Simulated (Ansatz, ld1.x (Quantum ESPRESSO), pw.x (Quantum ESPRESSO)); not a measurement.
# Which Mg potential is closest to all-electron in the sc crystal?

All use PBE, scalar-relativistic, no spin, cutoffs from each file’s atomic test, pw.x 7.5; 11³ k-points, Fermi–Dirac smearing 0.01 Ry. Δ is the rms difference from all-electron LAPW of the E(V) curves that follow from fits to the pressures, over ±6 % in volume. Mesh and smearing are coarse and serve the comparison alone. The files are a selection: those with a ghost or negative overlap were mostly not run, and those with noisy or unconverged pressures or nearly equal Δ are left out.

All-electron: a0 = 3.021 Å (V0 = 27.58 Å³/atom), B0 = 22.7 GPa.

**Question.** Rank them by Δ, smallest first.
A. ultrasoft, ld1.x (Quantum ESPRESSO) 7.5, PBE; core [Ne], reference 3s2 3p0; waves: 3s (bound): rcut 2.65, rcutus 2.85 bohr; 3s channel at 2 Ry: rcut 2.65, rcutus 2.85 bohr; 3p (bound, empty): rcut 2.95, rcutus 3.50 bohr; 3p channel at 0.2 Ry: rcut 2.95, rcutus 3.50 bohr; 3d channel at -0.15 Ry: rcut 2.55, rcutus 2.75 bohr; local part: all-electron potential smoothed inside 3.35 bohr (lloc = -2); core correction: Bessel-smoothed model core inside 2.45 bohr; augmentation: PSQ, radius 2.25 bohr.
B. ultrasoft, ld1.x (Quantum ESPRESSO) 7.5, PBE; core [Ne], reference 3s2 3p0; waves: 3s (bound): rcut 1.60, rcutus 2.20 bohr; 3s channel at 1.05 Ry: rcut 1.60, rcutus 2.20 bohr; 3p (bound, empty): rcut 2.45, rcutus 2.90 bohr; 3p channel at 1.85 Ry: rcut 2.45, rcutus 2.90 bohr; 3d channel at 0.2 Ry: rcut 2.10, rcutus 2.35 bohr; 3d channel at 2.8 Ry: rcut 2.10, rcutus 2.35 bohr; local part: all-electron potential smoothed inside 1.85 bohr (lloc = -1); core correction: none; augmentation: PSQ, inside the norm-conserving radii.
C. norm-conserving RRKJ (Kleinman–Bylander form), ld1.x (Quantum ESPRESSO) 7.5, PBE; core [Ne], reference 3s2 3p0; waves: 3s (bound): rc 2.35 bohr; 3p (bound, empty): rc 2.85 bohr; 3d channel at 0.35 Ry: rc 2.20 bohr; local part: all-electron potential smoothed inside 2.60 bohr (lloc = -2); core correction: none; rho0 0.01.
D. norm-conserving RRKJ (Kleinman–Bylander form), ld1.x (Quantum ESPRESSO) 7.5, PBE; core [Ne], reference 3s2 3p0; waves: 3s (bound): rc 2.75 bohr; 3d channel at 0.05 Ry: rc 2.75 bohr; 3p (bound, empty): rc 2.70 bohr; local part: the p channel; core correction: Bessel-smoothed model core inside 1.70 bohr.

**Answer.** D (0.1 meV/atom), A (1.2 meV/atom), C (1.8 meV/atom), B (3.0 meV/atom).
